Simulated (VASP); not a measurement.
# C: relaxation of cell and atoms with LDA

The system is C.

```
CELL_PARAMETERS angstrom
2.52210 0.00000 0.00000
-1.26105 2.18420 0.00000
0.00000 0.00000 8.23710
ATOMIC_POSITIONS crystal
C 0.66667 0.33333 0.84375
C 0.33333 0.66667 0.34375
C 0.66667 0.33333 0.65625
C 0.33333 0.66667 0.15625
C 0.00000 0.00000 0.90625
C 0.00000 0.00000 0.40625
C 0.00000 0.00000 0.59375
C 0.00000 0.00000 0.09375
```

This is a hexagonal form of diamond, not graphite.

| Item | Value |
| --- | --- |
| Program | VASP 6.6.1 |
| Task | relaxation of cell and atoms |
| Functional | LDA |
| Potentials or basis | VASP PAW LDA potentials, release 64 (C) |
| Cutoff | 600 eV |
| k mesh | 12 × 12 × 4 |
| Occupations | fermi-dirac, width 0.05 eV |
| Spin | no spin polarisation |
| Further INCAR settings | ALGO = Normal; EDIFF = 1e-07; IBRION = 2; EDIFFG = -0.01; NSW = 60; ISIF = 3 |

| Item | Value |
| --- | --- |
| Relaxed volume | 5.52 Å³/atom |
| Relaxed cell | a = 2.491 Å, b = 2.491 Å, c = 8.219 Å, α = 90.00°, β = 90.00°, γ = 120.00° |
| Space group after relaxing (to 0.05 Å) | P6_3/mmc (No. 194) |
| Energy gained by relaxing | 8.2 meV/atom |
| Ionic steps | 8 |
| Pressure after relaxing | 0.0 GPa |
| Band gap on the k mesh | 4.58 eV, indirect (least direct gap 5.32 eV) |

Forces on the atoms (eV/Å):
```
C    0.000  0.000 -0.001
C    0.000  0.000 -0.001
C    0.000  0.000  0.001
C    0.000  0.000  0.001
C    0.000  0.000  0.002
C    0.000  0.000  0.002
C    0.000  0.000 -0.002
C    0.000  0.000 -0.002
```

The path:
| step | energy change (eV) | largest force (eV/Å) | pressure (GPa) | volume (Å³) |
| --- | --- | --- | --- | --- |
| 1 | 0.0000 | 0.3313 | -11.83 | 45.38 |
| 2 | 0.0494 | 0.5843 | 17.45 | 42.67 |
| 3 | -0.0656 | 0.0546 | -0.18 | 44.19 |
| 4 | -0.0656 | 0.0626 | 0.07 | 44.17 |
| 5 | -0.0655 | 0.0786 | 0.24 | 44.15 |
| 6 | -0.0657 | 0.0138 | 0.14 | 44.16 |
| 7 | -0.0657 | 0.0220 | -0.12 | 44.18 |
| 8 | -0.0658 | 0.0022 | 0.03 | 44.17 |

Final structure:
```yaml
crystal:
  lattice:
    - [2.49110, 0.00000, 0.00000]
    - [-1.24555, 2.15735, 0.00000]
    - [0.00000, 0.00000, 8.21889]
  atoms:
    - { symbol: C, position: [0.66667, 0.33333, 0.84445] }
    - { symbol: C, position: [0.33333, 0.66667, 0.34445] }
    - { symbol: C, position: [0.66667, 0.33333, 0.65555] }
    - { symbol: C, position: [0.33333, 0.66667, 0.15555] }
    - { symbol: C, position: [0.00000, 0.00000, 0.90705] }
    - { symbol: C, position: [0.00000, 0.00000, 0.40705] }
    - { symbol: C, position: [0.00000, 0.00000, 0.59295] }
    - { symbol: C, position: [0.00000, 0.00000, 0.09295] }
```

Levels at points of the mesh, in eV from the valence-band top:
| k point | band 12 | band 13 | band 14 | band 15 | band 16 | band 17 | band 18 | band 19 | band 20 | band 21 |
| --- | --- | --- | --- | --- | --- | --- | --- | --- | --- | --- |
| (0.00, 0.00, 0.00) | -1.77 | -1.77 | -0.24 | 0.00 | 0.00 | 5.32 | 5.32 | 5.49 | 7.15 | 7.15 |
| (0.50, 0.00, 0.00) | -5.15 | -5.05 | -4.77 | -3.78 | -3.03 | 4.64 | 5.63 | 6.02 | 6.04 | 6.82 |
| (0.00, 0.00, 0.50) | -2.67 | -0.67 | -0.67 | -0.67 | -0.67 | 6.10 | 6.10 | 6.10 | 6.10 | 6.78 |
| (0.50, 0.00, 0.50) | -6.15 | -4.84 | -4.84 | -3.75 | -3.75 | 4.98 | 4.98 | 6.98 | 6.98 | 7.64 |

It took 100 s on 1 thread of Intel(R) Xeon(R) 6975P-C (Granite Rapids) (shared host), peak memory 0.17 GiB.

A k mesh can miss the band edges. LDA usually gives volumes a few per cent too small.
